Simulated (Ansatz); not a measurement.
**In under changes of volume**

One of the cells (26.540 Å³/atom); the others are scaled copies at fixed shape and fractional positions:

```
CELL_PARAMETERS angstrom
3.33548 0.00000 0.00000
-1.66774 2.88861 0.00000
0.00000 0.00000 5.50914
ATOMIC_POSITIONS crystal
In 0.66667 0.33333 0.75000
In 0.33333 0.66667 0.25000
```

This isn't the form of In at room conditions, which is tetragonal.

| Property | Result |
| --- | --- |
| Program | Ansatz 0.2.0 |
| Functional | PBE0 |
| Potentials or basis | Ansatz PAW |
| Cutoff | 420 eV (not typed: the program's choice for these potentials) |
| k mesh | 6 × 6 × 4 |
| Occupations | fermi-dirac, width 0.05 eV |
| Spin | no spin polarisation |

| volume (Å³/atom) | energy over the lowest point (meV/atom) | pressure (GPa) |
| --- | --- | --- |
| 24.948 | ? | ? |
| 25.478 | 5.69 | 1.9 |
| 26.009 | 1.24 | 0.8 |
| 26.540 | 0.00 | -0.1 |
| 27.071 | 1.59 | -0.9 |
| 27.602 | 5.69 | -1.6 |
| 28.133 | 12.00 | -2.2 |

What does the run at 24.948 Å³/atom give?

Energy over the lowest point 13.76 meV/atom; pressure 3.0 GPa.

Worked out: A Birch-Murnaghan fit of order 3 (a polynomial in V^(-2/3)) to the other rows has its minimum at 26.50 Å³/atom with B0 = V·E''(V) = 43 GPa and B' = 5.2 at fixed shape and positions, which overstates the stiffness. It gives 13.75 meV/atom at 24.948 Å³/atom, against the run's 13.76, and -dE/dV = 3.0 GPa, against 3.0.

Energies are extrapolated to zero smearing.

Caveats: some runs use coarse meshes; the PAW data sets come from PBE, with cores solved anew for the run's functional, which leaves a small shift of forces and pressure; the thresholds are loose for stress.
